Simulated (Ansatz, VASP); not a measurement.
# Ge7H2 (armchair Ge ribbon N=7 H edges): VASP beside Ansatz

Wanted: the spread between two codes on one cell, functional and k mesh. The structure shown is the start of the Ansatz relaxation below; VASP solves that cell, so the two are compared at the walk's first step.

Program: Ansatz 0.2.0. Level of theory: plane waves, with VASP 6.6.1 beside it; single point at PBE. Results are calculated unless marked as measured.

## 1. The starting structure

The cell holds 18 atoms: 14 Ge and 4 H. Cell: a = 21.878 Å, b = 7.670 Å, c = 7.080 Å, α = 90.0°, β = 90.0°, γ = 90.0°. Vacuum lies along a and b. The structure's axis is c.

## 2. Ansatz: relaxation, PBE

Ansatz runs on its default PAW (the set named soft_2) files.

The two programs are compared at the cell with which this relaxation starts, whose forces are those of its first step.

Input file input.yaml:

```yaml
crystal:
  lattice:
    - [21.878, 0.0, 0.0]
    - [0.0, 7.67, 0.0]
    - [0.0, 0.0, 7.08]
  atoms:
    - { symbol: Ge, position: [0.219750359, 0.543676662, 0.0] }
    - { symbol: Ge, position: [0.406588274, 0.543676662, 0.0] }
    - { symbol: Ge, position: [0.593426189, 0.543676662, 0.0] }
    - { symbol: Ge, position: [0.780264104, 0.543676662, 0.0] }
    - { symbol: Ge, position: [0.219750359, 0.456323338, 0.333333333] }
    - { symbol: Ge, position: [0.406588274, 0.456323338, 0.333333333] }
    - { symbol: Ge, position: [0.593426189, 0.456323338, 0.333333333] }
    - { symbol: Ge, position: [0.780264104, 0.456323338, 0.333333333] }
    - { symbol: H, position: [0.15997806, 0.456323338, 0.439971751] }
    - { symbol: H, position: [0.840036404, 0.456323338, 0.439971751] }
    - { symbol: Ge, position: [0.313169317, 0.543676662, 0.5] }
    - { symbol: Ge, position: [0.500007232, 0.543676662, 0.5] }
    - { symbol: Ge, position: [0.686845147, 0.543676662, 0.5] }
    - { symbol: Ge, position: [0.313169317, 0.456323338, 0.833333333] }
    - { symbol: Ge, position: [0.500007232, 0.456323338, 0.833333333] }
    - { symbol: Ge, position: [0.686845147, 0.456323338, 0.833333333] }
    - { symbol: H, position: [0.15997806, 0.543676662, 0.893361582] }
    - { symbol: H, position: [0.840036404, 0.543676662, 0.893361582] }
kpoints:
  mp_grid: { grid: [1, 1, 12] }
scf:
  occupations: { method: fermi_dirac, width: 0.05 }
hamiltonian:
  xc: pbe
relax:
  cell: { fix: [a, b, alpha, beta, gamma] }
  max_steps: 45
  f_tol: 0.03
```

Started as:

```bash
$ ansatz run input.yaml --threads 4 --pin off --max-ram 16384MiB --backend cpu --events-out ev --progress --plain --runs-dir out
```

Numbers of over 12 decimals in the logs are rounded to 6 here.

The program printed:

```text
Engine: ansatz 0.2.0, aarch64-unknown-linux-gnu
Pseudopotentials: kind: paw
Pseudopotential: Ge, paw, valence charge 14, recommended cutoff 420 eV (normal), Ge.paw.azcp
Pseudopotential: H, paw, valence charge 1, recommended cutoff 420 eV (normal), H.paw.azcp
Functional definition: PBE
  parameter kappa = 0.804
  parameter beta = 0.066725
  exchange = pbe_x(kappa = kappa, mu = beta*pi^2/3)
  correlation = pbe_c(beta = beta)
Crystal: 18 atoms, lattice volume = 1188.054 Å³
Basis set: ecut = 420 eV, 23239 PW (Γ), exchange–correlation on 300×108×96 points (8 copies of the dense FFT grid, shifted against one another)
Bands: 120, of which v1, the nominal top of the filled ones, is band 100 counted from 1 (99 counted from 0)
Symmetry: 4 space group operations
Space group: P2/m (ITA 10), of the structure as read, at distance tolerance 1.1e-4 Å
k-points: 7 of 12
Non-local potential: Ge, projectors of the file, l = 0: 2, l = 1: 2, l = 2: 3, l = 3: 1
Non-local potential: H, projectors of the file, l = 0: 2, l = 1: 1
PAW form: soft (Blöchl's): semilocal exchange-correlation on the pseudo side does not see the compensation charge
PAW one-centre angular grid: Ge, 590 points (default); XC on 64 Gauss nodes
PAW one-centre angular grid: H, 110 points (default); XC on 64 Gauss nodes
Initial density: superposition of atomic densities (neutral atoms: chi_scale 0, normalization atom), corrected by the library's trained network
Initial wavefunctions: pseudopotential atomic-orbital guess
Functional: x = pbe(κ = 0.804, μ = 0.219515), c = pbe(β = 0.066725)
SCF iter   1: F=—  HF=-60184.143893 eV  |F-HF|=—  |Δ(HF+E_count)|=         —  Δρ=1.64e-3  dr2=9.48e-2  ethr=1.77e-3  ⟨swp⟩=6.3  Hψ=3130  notcnv=0  defer=12
preconditioner: auto → Resta (q_TF=auto, 2.027 Å⁻¹)  ε∞=2.2  [insulator: Δε(μ)=0.473 eV  Ē_g=7.468 eV  σ=0.050 eV  W_gap=0.98  n_scr=174 (ndim 8)  ℏωp=8.3 eV  f_vac=0.601  D(μ)=0.09/eV (n_scr^D=0)  ε∞_Penn≈2.2  vacuum switching on, ρ_ref=4.0e-3 e/Å³]
SCF iter   2: F=—  HF=-60184.142740 eV  |F-HF|=—  |Δ(HF+E_count)|=   1.15e-3  Δρ=9.13e-4  dr2=6.55e-2  ethr=4.74e-5  ⟨swp⟩=3.0  Hψ=1747  notcnv=0  defer=59
SCF iter   3: F=—  HF=-60184.150966 eV  |F-HF|=—  |Δ(HF+E_count)|=   8.23e-3  Δρ=8.20e-4  dr2=8.12e-2  ethr=3.28e-5  ⟨swp⟩=2.1  Hψ=979  notcnv=0  defer=59
SCF iter   4: F=—  HF=-60184.150558 eV  |F-HF|=—  |Δ(HF+E_count)|=   4.08e-4  Δρ=2.44e-4  dr2=1.38e-3  ethr=3.28e-5  ⟨swp⟩=2.0  Hψ=945  notcnv=0  defer=59
SCF iter   5: F=—  HF=-60184.153392 eV  |F-HF|=—  |Δ(HF+E_count)|=   2.83e-3  Δρ=1.09e-4  dr2=2.15e-4  ethr=6.88e-7  ⟨swp⟩=3.0  Hψ=1654  notcnv=0  defer=59
SCF iter   6: F=—  HF=-60184.154272 eV  |F-HF|=—  |Δ(HF+E_count)|=   8.80e-4  Δρ=3.74e-5  dr2=1.90e-5  ethr=1.07e-7  ⟨swp⟩=2.0  Hψ=991  notcnv=0  defer=59
SCF iter   7: F=—  HF=-60184.154505 eV  |F-HF|=—  |Δ(HF+E_count)|=   2.33e-4  Δρ=9.93e-6  dr2=2.78e-6  ethr=9.49e-9  ⟨swp⟩=2.0  Hψ=1503  notcnv=0  defer=59
SCF iter   8: F=—  HF=-60184.154507 eV  |F-HF|=—  |Δ(HF+E_count)|=   1.71e-6  Δρ=4.06e-6  dr2=6.73e-7  ethr=1.39e-9  ⟨swp⟩=2.6  Hψ=1259  notcnv=0  defer=59
SCF iter   9: F=-60184.154507 eV  HF=-60184.154507 eV  |F-HF|=2.54e-7  |Δ(HF+E_count)|=   2.71e-7  Δρ=1.41e-6  dr2=2.52e-8  ethr=5.00e-11  ⟨swp⟩=2.9  Hψ=2777  notcnv=0
SCF 1 converged in 9 iterations: F = -60184.154507 eV  dr2 = 2.52e-8
  greatest PAW one-centre occupation: 0.998 electrons in one spin orbital (limit 2), on the Ge atom at site 7 (counted from 0), in its partial waves of l = 2
relax step   1: F+E_penalty+E_count = -60184.15450741 eV  Δ(F+E_penalty+E_count) = +0.000e0 eV  max|allowed force component| = 1.192e0 eV/Å  Δτ_max = 0.0000 Å  P = -0.397 GPa  Ω = 1188.054 Å³  fix = [a, b, alpha, beta, gamma]  reactions: a -0.541, b +0.292 GPa; alpha -0.125 GPa/rad  (9 SCF iters, dr2 threshold 1.00e-7 eV, accepted)
[...]
relax step   5: F+E_penalty+E_count = -60184.66553440 eV  Δ(F+E_penalty+E_count) = -1.323e-3 eV  max|allowed force component| = 3.318e-2 eV/Å  Δτ_max = 0.0225 Å  P = +0.089 GPa  Ω = 1174.951 Å³  energy of the carried Pulay correction = +1.143e-3 eV  fix = [a, b, alpha, beta, gamma]  reactions: a -0.017, b +0.289 GPa; alpha -0.015 GPa/rad  (7 SCF iters, dr2 threshold 1.24e-7 eV, accepted)
[...]
relax step   6: F+E_penalty+E_count = -60184.66650702 eV  Δ(F+E_penalty+E_count) = -9.726e-4 eV  max|allowed force component| = 1.473e-2 eV/Å  Δτ_max = 0.0208 Å  P = +0.099 GPa  Ω = 1174.759 Å³  energy of the carried Pulay correction = +1.160e-3 eV  fix = [a, b, alpha, beta, gamma]  reactions: a +0.010, b +0.289 GPa; alpha -0.006 GPa/rad  (7 SCF iters, dr2 threshold 6.88e-8 eV, accepted)
[...]
relax step   7: F+E_penalty+E_count = -60184.66542188 eV  Δ(F+E_penalty+E_count) = +1.085e-3 eV  max|allowed force component| = 1.483e-2 eV/Å  Δτ_max = 0.0000 Å  P = +0.098 GPa  Ω = 1174.759 Å³  fix = [a, b, alpha, beta, gamma]  reactions: a +0.009, b +0.289 GPa; alpha -0.006 GPa/rad  stress off target by 2.63e-3 GPa on what of the cell is left free  SCF on the basis re-selected at this cell (its energy is not comparable with the rows above)  (7 SCF iters)
basis re-selected at this cell: Δ(F+E_penalty+E_count) = +1.085e-3 eV, ΔP = -0.001 GPa vs the last step (what re-selecting the basis moved, of the pressure what is left beyond the Pulay correction that the steps carried, after the strain that the cell walked since its last selection, with what the two solves' SCF thresholds leave and, on support functions, any second-order correction that the steps lacked; it is no m [...]
SCF converged after 7 iterations
Free energy (F): -60184.665422 eV
Harris-Foulkes:  -60184.665422 eV  (|F-HF|=7.28e-11)
Internal energy: -60184.664427 eV  (E = F + TS)
E sigma→0 (E₀):  -60184.664924 eV
Entropy (-TS):   -0.000995 eV (-0.055 meV/atom)
Fermi energy:    -0.933431 eV
--- Per-component energies (eV) ---
  E_band       = -3892.373616
  E_kinetic    = 1593.522140
  E_local      = -86343.717548  (includes V_loc(G=0)·N_el)
  E_nonlocal   = 5850.214291
  E_hartree    = 40146.544437
  E_xc         = -1080.582315
  E_vxc        = -931.375624  (∫ρ·V_xc dr)
  E_paw        = -28263.833340  (= ΣΔE_a)
  E_vpaw       = -4354.104463  (= ΣTr[D̂ρ^β])
  E_aug_tail   = -0.000496  (compensation charges beyond the density's cutoff)
  E_ewald      = 7913.188402
  E_smearing   = -0.000995  (= −TS)
  E_closure    = 0.000000  (closes the sum)
  Σ components = -60184.665422   (vs F -60184.665422, Δ=0.00e0)
--- Forces (eV/Å), atoms counted from 1 ---
  atom   1  Ge     0.01482635    -0.00405898     0.01233424
  atom   2  Ge    -0.00005867     0.01237422    -0.00009053
  atom   3  Ge     0.00005867     0.01237422    -0.00009053
  atom   4  Ge    -0.01482635    -0.00405898     0.01233424
  atom   5  Ge     0.01482635     0.00405898    -0.01233424
  atom   6  Ge    -0.00005867    -0.01237422     0.00009053
  atom   7  Ge     0.00005867    -0.01237422     0.00009053
  atom   8  Ge    -0.01482635     0.00405898    -0.01233424
  atom   9  H     -0.01232535     0.00457184     0.00538708
  atom  10  H      0.01232535     0.00457184     0.00538708
  atom  11  Ge    -0.00337987     0.00769439    -0.00142219
  atom  12  Ge     0.00000000     0.00524505     0.00190980
  atom  13  Ge     0.00337987     0.00769439    -0.00142219
  atom  14  Ge    -0.00337987    -0.00769439     0.00142219
  atom  15  Ge     0.00000000    -0.00524505    -0.00190980
  atom  16  Ge     0.00337987    -0.00769439     0.00142219
  atom  17  H     -0.01232535    -0.00457184    -0.00538708
  atom  18  H      0.01232535    -0.00457184    -0.00538708
  max |Σ_I F_I| component: 3.47e-18 eV/Å
--- Stress (GPa, compression-positive) ---
        0.008707       0.000000       0.000000
        0.000000       0.289165       0.006300
        0.000000       0.006300      -0.002630
  P = ⅓ Tr σ = 0.0984 GPa (0.984 kbar)
--- Relaxed structure (6 steps of the walk, 6 accepted, 1 SCFs on fresh bases) ---
  F+E_penalty+E_count = -60184.66542188 eV   max|allowed force component| = 1.483e-2 eV/Å   (the final SCF, on the basis selected at the relaxed cell)
  cell:  # Å, volume = 1174.7586 Å³
    - [21.878, 0.0, 0.0]
    - [0.0, 7.67, 0]
    - [0.0, 0, 7.000768]
  atoms:
    - { symbol: Ge, position: [0.225973, 0.546348, 0.00579462] }
    - { symbol: Ge, position: [0.407606, 0.541870, -0.000845823] }
    - { symbol: Ge, position: [0.592394, 0.541870, -0.000845823] }
    - { symbol: Ge, position: [0.774027, 0.546348, 0.00579462] }
    - { symbol: Ge, position: [0.225973, 0.453652, 0.327539] }
    - { symbol: Ge, position: [0.407606, 0.458130, 0.334179] }
    - { symbol: Ge, position: [0.592394, 0.458130, 0.334179] }
    - { symbol: Ge, position: [0.774027, 0.453652, 0.327539] }
    - { symbol: H, position: [0.166018, 0.503751, 0.435619] }
    - { symbol: H, position: [0.833982, 0.503751, 0.435619] }
    - { symbol: Ge, position: [0.315565, 0.545139, 0.499967] }
    - { symbol: Ge, position: [0.500000, 0.546372, 0.501307] }
    - { symbol: Ge, position: [0.684435, 0.545139, 0.499967] }
    - { symbol: Ge, position: [0.315565, 0.454861, 0.833366] }
    - { symbol: Ge, position: [0.500000, 0.453628, 0.832026] }
    - { symbol: Ge, position: [0.684435, 0.454861, 0.833366] }
    - { symbol: H, position: [0.166018, 0.496249, 0.897714] }
    - { symbol: H, position: [0.833982, 0.496249, 0.897714] }
```

The column dr2 measures how far the density is from self-consistency, as an energy; F and HF (Harris–Foulkes) agree once it is small.

(Part 1 of 2 ends here.)

[Lines on the potential files, build, host, timing and source positions are cut from VASP's logs without a mark.]

[Logs are printed without paths, hosts, clocks, repeated set-up lines and the standing remarks that a program may print on its own settings, such as how far it seeks lower states.]

[Hosts, paths, dates, database ids (printed as entryN), source tags and the programs' standing remarks are cut or masked in the printed files.]
